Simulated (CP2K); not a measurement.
AgCl (Chlorargyrite) under changes of volume

One of the cells (20.458 Å³/atom); the others are scaled copies at fixed shape and fractional positions:

```
Ag Cl
1.0
     3.86787    0.00000    0.00000
     1.93394    3.34968    0.00000
     1.93394    1.11656    3.15811
Ag Cl
1 1
Cartesian
  0.0000 0.0000 0.0000
  3.8679 2.2331 1.5791
```

```yaml
Program: CP2K 2026.2
Functional: LDA
Potentials_or_basis: GTH_POTENTIALS Ag GTH-PADE-q11, Cl GTH-PADE-q7; TZVP-MOLOPT-PBE-GTH basis
Density_cutoff: 6123 eV
k_mesh: 8 × 8 × 8
Occupations: fermi-dirac, width 0.05 eV
Spin: no spin polarisation
```

```tsv
volume (Å³/atom)	energy over the lowest point (meV/atom)	pressure (GPa)
19.231	0.00	0.0
19.640	1.81	-1.4
20.049	6.97	-2.6
20.458	15.08	-3.7
20.868	?	?
21.277	38.71	-5.5
21.686	53.65	-6.2
```

Question: What does the run at 20.868 Å³/atom give?

Answer: Energy over the lowest point 25.77 meV/atom; pressure -4.6 GPa.

Worked out: A Birch-Murnaghan fit of order 3 (a polynomial in V^(-2/3)) to the other rows has its minimum at 19.23 Å³/atom with B0 = V·E''(V) = 70 GPa and B' = 5.1. It gives 25.77 meV/atom at 20.868 Å³/atom, against the run's 25.77, and -dE/dV = -4.6 GPa, against -4.6.

Energies are extrapolated to zero smearing.

Caveats: the basis of atomic orbitals isn't converged, which shifts pressures, moduli and gaps.
